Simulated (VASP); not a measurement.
# AlP in VASP: relaxation of the atoms with PBEsol

Aim: the relaxation of the atoms of AlP with PBEsol.

All numbers are computed with VASP 6.6.1; they aren't measurements. Logs are shortened: lines on timing, memory, paths and dates and some standing lists are left out, and cuts for length are marked.

### Step 1. The structure

The cell holds a slab with vacuum, 16 atoms: a = 5.451 Å, b = 3.854 Å, c = 29.491 Å, α = 90.00°, β = 90.00°, γ = 90.00°.

### Step 2. Relaxation of the atoms, PBEsol

Input file INCAR:

```
ALGO     = Normal         # electronic algorithm
DIPOL    = 0.5 0.5 0.500
EDIFF    = 1E-6           # SCF threshold, eV
EDIFFG   = -0.015         # ionic threshold
ENCUT    = 520            # plane-wave cutoff, eV
GGA      = PS             # functional
IBRION   = 2              # ionic algorithm
IDIPOL   = 3            
ISIF     = 2              # what is computed and relaxed
ISMEAR   = 0              # smearing method
KPAR     = 8            
LASPH    = T              # aspherical terms in the spheres
LCHARG   = F              # write CHGCAR
LDIPOL   = T            
LREAL    = F              # projectors in reciprocal space
LWAVE    = F              # write WAVECAR
NELM     = 100            # most SCF steps
NSW      = 100            # ionic steps
PREC     = Accurate       # precision mode
SIGMA    = 0.05           # smearing width, eV
```

Input file KPOINTS:

```
k-points
0
Gamma
  4 6 1
```

Input file POSCAR:

```
AlP
1.0
    5.4510000000      0.0000000000      0.0000000000
    0.0000000000      3.8544390640      0.0000000000
    0.0000000000      0.0000000000     29.4905367250
Al P
8 8
Direct
    0.5000000000      0.5000000000      0.2712734622
    0.0000000000      0.0000000000      0.3366239016
    0.5000000000      0.5000000000      0.4019743410
    0.0000000000      0.0000000000      0.4673247803
    0.5000000000      0.5000000000      0.5326752197
    0.0000000000      0.0000000000      0.5980256590
    0.5000000000      0.5000000000      0.6633760984
    0.0000000000      0.0000000000      0.7287265378
    0.7500000000      0.0000000000      0.2712734622
    0.2500000000      0.5000000000      0.3366239016
    0.7500000000      0.0000000000      0.4019743410
    0.2500000000      0.5000000000      0.4673247803
    0.7500000000      0.0000000000      0.5326752197
    0.2500000000      0.5000000000      0.5980256590
    0.7500000000      0.0000000000      0.6633760984
    0.2500000000      0.5000000000      0.7287265378
```

Potentials or basis: VASP PAW PBE potentials, release 64 (Al, P).

The run is started by

```sh
$ cat potpaw_PBE.64/Al/POTCAR potpaw_PBE.64/P/POTCAR > POTCAR
$ mpirun -np 8 vasp_std > vasp.out
```

OUTCAR:

```text
EDIFF = 1E-6
   EDIFFG = -0.015
   ENCUT = 520
   GGA = PS
   IBRION = 2
   ISIF = 2
   ISMEAR = 0
   LASPH = T
   LREAL = F
   NELM = 100
   NSW = 100
   PREC = Accurate

 ion  position               nearest neighbor table
   1  0.500  0.500  0.271-   9 2.36   9 2.36  10 2.36
   2  0.000  0.000  0.337-  10 2.36  10 2.36  11 2.36   9 2.36
   3  0.500  0.500  0.402-  12 2.36  11 2.36  11 2.36  10 2.36
   4  0.000  0.000  0.467-  11 2.36  12 2.36  12 2.36  13 2.36
   5  0.500  0.500  0.533-  14 2.36  13 2.36  13 2.36  12 2.36
   6  0.000  0.000  0.598-  13 2.36  14 2.36  14 2.36  15 2.36
   7  0.500  0.500  0.663-  15 2.36  15 2.36  16 2.36  14 2.36
   8  0.000  0.000  0.729-  16 2.36  16 2.36  15 2.36
   9  0.750  0.000  0.271-   1 2.36   1 2.36   2 2.36
  10  0.250  0.500  0.337-   2 2.36   2 2.36   3 2.36   1 2.36
  11  0.750  0.000  0.402-   4 2.36   3 2.36   3 2.36   2 2.36
  12  0.250  0.500  0.467-   3 2.36   4 2.36   4 2.36   5 2.36
  13  0.750  0.000  0.533-   6 2.36   5 2.36   5 2.36   4 2.36
  14  0.250  0.500  0.598-   5 2.36   6 2.36   6 2.36   7 2.36
  15  0.750  0.000  0.663-   7 2.36   7 2.36   8 2.36   6 2.36
  16  0.250  0.500  0.729-   8 2.36   8 2.36   7 2.36

  LATTYP: Found a simple orthorhombic cell.
 ALAT       =     3.8544390640
 B/A-ratio  =     1.4142135625
 C/A-ratio  =     7.6510579712

  Lattice vectors:

 A1 = (   0.0000000000,  -3.8544390640,   0.0000000000)
 A2 = (   5.4510000000,   0.0000000000,   0.0000000000)
 A3 = (   0.0000000000,   0.0000000000,  29.4905367250)

Analysis of symmetry for initial positions (statically):
=====================================================================
 Subroutine PRICEL returns:
 Original cell was already a primitive cell.

 Routine SETGRP: Setting up the symmetry group for a
 simple orthorhombic supercell.

 Subroutine GETGRP returns: Found  4 space group operations
 (whereof  2 operations were pure point group operations)
 out of a pool of  8 trial point group operations.

The static configuration has the point symmetry C_1h.
 The point group associated with its full space group is C_2v.

Analysis of symmetry for dynamics (positions and initial velocities):
=====================================================================
 Subroutine PRICEL returns:
 Original cell was already a primitive cell.

 Routine SETGRP: Setting up the symmetry group for a
 simple orthorhombic supercell.

[... 176 lines left out ...]
  Direction    XX          YY          ZZ          XY          YZ          ZX
  --------------------------------------------------------------------------------------
  -------------------------------------------------------------------------------------
  Total       -2.4188125     -1.4080514      0.6873042      0.0000000      0.0000000      0.0000000
  in kB       -6.2545022     -3.6409025      1.7772132      0.0000000      0.0000000      0.0000000
  external PRESSURE =      -2.7060638 kB  Pullay stress =       0.0000000 kB
[... 131 lines left out ...]
  FREE ENERGIE OF THE ION-ELECTRON SYSTEM (eV)
  ---------------------------------------------------
  free  energy   TOTEN  =       -84.7593647194 eV

  energy  without entropy=      -84.7593647194  energy(sigma->0) =      -84.75936472

 E-fermi :   0.0355     XC(G=0):  -5.3730

 val. band max:       -0.2240758678   @ k =   0.0000   0.0000   0.0000
 cond. band min:       0.8695244633   @ k =   0.0000   0.5000   0.0000
 fundamental gap:      1.0936003311
 Fermi energy:         0.0355353578

 k-point     1 :       0.0000    0.0000    0.0000
  band No.  band energies     occupation
      1     -11.6861      2.00000
      2     -11.3951      2.00000
      3     -10.9523      2.00000
      4     -10.3458      2.00000
      5      -9.7696      2.00000
      6      -9.4754      2.00000
[... 517 lines left out ...]
     40       3.8177      0.00000
     41       4.0822      0.00000

[... ionic steps 4 to 20 ...]

--------------------------------------- Ionic step       21  -------------------------------------------

 number of electron      64.0000003 magnetization

 dipolmoment           0.000000      0.000000     -0.000000 electrons x Angstroem

------------------------ aborting loop because EDIFF is reached ----------------------------------------

  FORCE on cell =-STRESS in cart. coord.  units (eV):
  Direction    XX          YY          ZZ          XY          YZ          ZX
  --------------------------------------------------------------------------------------
  -------------------------------------------------------------------------------------
  Total       -0.3777519     -1.0121347     -0.2228858      0.0000000      0.0000000      0.0000000
  in kB       -0.9767810     -2.6171515     -0.5763324      0.0000000      0.0000000      0.0000000
  external PRESSURE =      -1.3900883 kB  Pullay stress =       0.0000000 kB
[... 87 lines left out ...]
--------------------------------------- Ionic step       23  -------------------------------------------

 number of electron      64.0000002 magnetization

 dipolmoment           0.000000      0.000000      0.000000 electrons x Angstroem

 Free energy of the ion-electron system (eV)
  ---------------------------------------------------
  ext. energy  EPLUGINS =         0.00000000
  ---------------------------------------------------
  free energy    TOTEN  =       -85.34991883 eV

  energy without entropy =      -85.34991883  energy(sigma->0) =      -85.34991883

 E-fermi :  -0.0712     XC(G=0):  -5.3809

 val. band max:       -0.2936366258   @ k =   0.0000   0.0000   0.0000
 cond. band min:       0.7907452045   @ k =   0.0000   0.5000   0.0000
 fundamental gap:      1.0843818303
 Fermi energy:        -0.0712044949

 k-point     1 :       0.0000    0.0000    0.0000
  band No.  band energies     occupation
      1     -11.7344      2.00000
      2     -11.4641      2.00000
      3     -10.9973      2.00000
      4     -10.3672      2.00000
      5      -9.8482      2.00000
      6      -9.5344      2.00000
[... 517 lines left out ...]
     40       3.7537      0.00000
     41       4.0402      0.00000

------------------------ aborting loop because EDIFF is reached ----------------------------------------

 vacuum level on the upper side and lower side of the slab       (xc-potential included)        -0.014        -0.014

  FORCE on cell =-STRESS in cart. coord.  units (eV):
  Direction    XX          YY          ZZ          XY          YZ          ZX
  --------------------------------------------------------------------------------------
  -------------------------------------------------------------------------------------
  Total       -0.3223635     -0.9857721     -0.1161534      0.0000000      0.0000000      0.0000000
  in kB       -0.8335590     -2.5489838     -0.3003464      0.0000000      0.0000000      0.0000000
  external PRESSURE =      -1.2276297 kB  Pullay stress =       0.0000000 kB
[... 31 lines left out ...]
  FREE ENERGIE OF THE ION-ELECTRON SYSTEM (eV)
  ---------------------------------------------------
  free  energy   TOTEN  =       -85.3499188267 eV

  energy  without entropy=      -85.3499188267  energy(sigma->0) =      -85.34991883

 reached required accuracy - stopping structural energy minimisation

 vacuum level on the upper side and lower side of the slab         5.372         5.372
```

CONTCAR:

```text
AlP
   1.00000000000000
     5.4509999999999996    0.0000000000000000    0.0000000000000000
     0.0000000000000000    3.8544390640000001    0.0000000000000000
     0.0000000000000000    0.0000000000000000   29.4905367249999983
  Al              P
     8     8
Direct
     0.5617697304330913    0.5000000000000000    0.2855289978740027
     0.9835653799033329    0.0000000000000000    0.3323022158710041
     0.4881493639706207    0.5000000000000000    0.4023275605623793
     0.9870160994172916    0.0000000000000000    0.4663293306116631
     0.4870160994172915    0.5000000000000000    0.5336706693883366
     0.9881493639706209    0.0000000000000000    0.5976724394376204
[... 8 lines left out ...]
     0.7348483680402614    0.0000000000000000    0.6635420086078673
     0.2648214001111561    0.5000000000000000    0.7368053572409129

  0.00000000E+00  0.00000000E+00  0.00000000E+00
  0.00000000E+00  0.00000000E+00  0.00000000E+00
  0.00000000E+00  0.00000000E+00  0.00000000E+00
  0.00000000E+00  0.00000000E+00  0.00000000E+00
  0.00000000E+00  0.00000000E+00  0.00000000E+00
  0.00000000E+00  0.00000000E+00  0.00000000E+00
[... 8 lines left out ...]
  0.00000000E+00  0.00000000E+00  0.00000000E+00
  0.00000000E+00  0.00000000E+00  0.00000000E+00
```

Run time: 23 min. Hardware: 8 MPI ranks of Intel Xeon Platinum 8259CL at 2.50GHz (Skylake/Cascade Lake), shared host; peak memory 0.79 GiB.

Results:

| Quantity | Value |
| --- | --- |
| Free energy | -85.3499 eV |
| Energy gained by relaxing | 86.6 meV/atom |
| Ionic steps | 23 |
| Largest force after relaxing | 0.011 eV/Å |
| Band gap on the k mesh | 1.08 eV, indirect (least direct gap 1.58 eV) |

Forces in eV/Å, atoms in the order of the input:
```
Al   0.006  0.000  0.004
Al  -0.007  0.000  0.005
Al  -0.003  0.000  0.004
Al   0.007  0.000  0.004
Al   0.007  0.000 -0.004
Al  -0.003  0.000 -0.004
Al  -0.007  0.000 -0.005
Al   0.006  0.000 -0.004
P   -0.001  0.000  0.001
P    0.002  0.000 -0.011
P    0.002  0.000  0.005
P   -0.007  0.000  0.005
P   -0.007  0.000 -0.005
P    0.002  0.000 -0.005
P    0.002  0.000  0.011
P   -0.001  0.000 -0.001
```

The path:
| step | energy change (eV) | largest force (eV/Å) | pressure (GPa) |
| --- | --- | --- | --- |
| 1 | 0.0000 | 1.9696 | -0.27 |
| 2 | -0.4997 | 1.3702 | -0.08 |
| 3 | -0.7947 | 0.9682 | 0.18 |
| 4 | -1.1311 | 0.5693 | 0.01 |
| 5 | -1.2933 | 0.4915 | -0.20 |
| 6 | -1.3342 | 0.2843 | -0.23 |
| 7 | -1.3358 | 0.2371 | -0.23 |
| 8 | -1.3518 | 0.1849 | -0.21 |
| 9 | -1.3609 | 0.2011 | -0.19 |
| 10 | -1.3709 | 0.1182 | -0.16 |
| 11 | -1.3759 | 0.0998 | -0.13 |
| 12 | -1.3785 | 0.0643 | -0.12 |
| 13 | -1.3798 | 0.1015 | -0.12 |
| 14 | -1.3819 | 0.0705 | -0.13 |
| 15 | -1.3832 | 0.0612 | -0.15 |
| 16 | -1.3843 | 0.0273 | -0.16 |
| 17 | -1.3844 | 0.0300 | -0.15 |
| 18 | -1.3847 | 0.0214 | -0.15 |
| 19 | -1.3848 | 0.0374 | -0.14 |
| 20 | -1.3848 | 0.0274 | -0.15 |
| 21 | -1.3850 | 0.0231 | -0.14 |
| 22 | -1.3851 | 0.0203 | -0.13 |
| 23 | -1.3853 | 0.0109 | -0.12 |

Final structure:
```
CELL_PARAMETERS angstrom
5.45100 0.00000 0.00000
0.00000 3.85444 0.00000
0.00000 0.00000 29.49054
ATOMIC_POSITIONS crystal
Al 0.56177 0.50000 0.28553
Al 0.98357 0.00000 0.33230
Al 0.48815 0.50000 0.40233
Al 0.98702 0.00000 0.46633
Al 0.48702 0.50000 0.53367
Al 0.98815 0.00000 0.59767
Al 0.48357 0.50000 0.66770
Al 0.06177 0.00000 0.71447
P 0.76482 0.00000 0.26319
P 0.23485 0.50000 0.33646
P 0.74140 0.00000 0.40013
P 0.23843 0.50000 0.46774
P 0.73843 0.00000 0.53226
P 0.24140 0.50000 0.59987
P 0.73485 0.00000 0.66354
P 0.26482 0.50000 0.73681
```

Caveat: the PAW data sets were made with another functional, which shifts forces and pressure a little.
